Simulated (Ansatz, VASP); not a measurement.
ScAl3 in VASP and in Ansatz

```
Sc Al
1.0
     4.10589    0.00000    0.00000
     0.00000    4.10589    0.00000
     0.00000    0.00000    4.10589
Sc Al
1 3
Cartesian
  0.0000 0.0000 0.0000
  2.0529 0.0000 2.0529
  0.0000 2.0529 2.0529
  2.0529 2.0529 0.0000
```

Alike in both runs: functional PBE; k mesh 14 × 14 × 14; occupations gaussian, width 0.03 eV; no spin polarisation.

Ansatz relaxed the structure, and its values are those at the end. VASP's run is a single point on that final structure, the one shown.

|  | VASP | Ansatz |
| --- | --- | --- |
| version | VASP 6.6.1 | Ansatz 0.2.0 |
| potentials or method | VASP PAW PBE potentials, release 64 (Sc_sv, Al) | scalar-relativistic, plane waves, PAW |
| plane-wave cutoff (eV) | 520 | 420 |
| valence electrons in the cell | 20 | 20 |

|  | VASP | Ansatz | Ansatz less VASP |
| --- | --- | --- | --- |
| gap on the k mesh at the Fermi level (eV) | none | none | - |
| pressure (GPa) | 0.0 | 0.0 | -0.02 |

A gap of «none» marks a metal or a gap that the smearing closes.
